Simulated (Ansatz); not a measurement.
# Cu (omega type): the cost of one run

Computed with Ansatz 0.2.0 (DFT PBE, with the methods named in each step, unless a step's input says otherwise).

1 further run of the same task is left out (it didn't finish).

## Step 1: Starting point

It takes space group P6/mmm (No. 191, hexagonal). The conventional cell has a = 4.130 Å, b = 4.130 Å, c = 2.473 Å, α = 90.00°, β = 90.00°, γ = 120.00°. Cu (site symmetry 6/mmm) is surrounded by 14 Cu at 2.47 to 2.69 Å. Cu (site symmetry -6m2) has 11 Cu at 2.38 to 2.69 Å as nearest neighbours.

Structure file:

```cif
data_structure
_symmetry_space_group_name_H-M 'P 1'
_symmetry_Int_Tables_number 1
_cell_length_a 4.1300
_cell_length_b 4.1300
_cell_length_c 2.4725
_cell_angle_alpha 90.000
_cell_angle_beta 90.000
_cell_angle_gamma 120.000
_cell_volume 36.52
loop_
_atom_site_label
_atom_site_type_symbol
_atom_site_fract_x
_atom_site_fract_y
_atom_site_fract_z
_atom_site_occupancy
Cu1 Cu 0.00000 0.00000 0.00000 1
Cu2 Cu 0.33333 0.66667 0.50000 1
Cu3 Cu 0.66667 0.33333 0.50000 1
```

Whether this phase is the stable one at these pressures isn't tested.

Atoms are numbered in the order of the input: Cu1, Cu2, Cu3.

## Step 2: The reference volume, LAPW

The input, input.yaml:

```yaml
crystal:
  lattice:
    - [4.1299563434, 0.0, 0.0]
    - [-2.0649781717, 3.57664711, 0.0]
    - [0.0, 0.0, 2.472527354]
  atoms:
    - { symbol: Cu, position: [0.0, 0.0, 0.0] }
    - { symbol: Cu, position: [0.3333333333, 0.6666666667, 0.5] }
    - { symbol: Cu, position: [0.6666666667, 0.3333333333, 0.5] }
kpoints:
  mp_grid: { grid: [9, 9, 12] }
  band_path:
    path:
      - [0.0, 0.0, 0.0]
      - [0.5, 0.0, 0.0]
      - [0.3333333333, 0.3333333333, 0.0]
      - [0.0, 0.0, 0.0]
      - [0.0, 0.0, 0.5]
      - [0.5, 0.0, 0.5]
      - [0.3333333333, 0.3333333333, 0.5]
      - [0.0, 0.0, 0.5]
      - [0.5, 0.0, 0.5]
    npoints: 14
scf:
  occupations: { method: fermi_dirac, width: 0.08 }
hamiltonian:
  xc: pbe
  pseudopotentials: { kind: all_electron, lapw: { basis_error: 0.001 } }
output:
  forces: true
  stress: true
  eigenvalues: true
  populations: true
  dos: { projected: true, de: 0.2, e_range: [-14, 8] }
```

Launch:

```bash
ansatz run input.yaml --threads 1 --pin off --max-ram 3072MiB --backend cpu --events-out ev --progress --plain --runs-dir out
```

What time and memory should one allow on 1 thread of Arm Neoverse V2, shared host?

About 53 s, with a peak of 0.5 GiB.
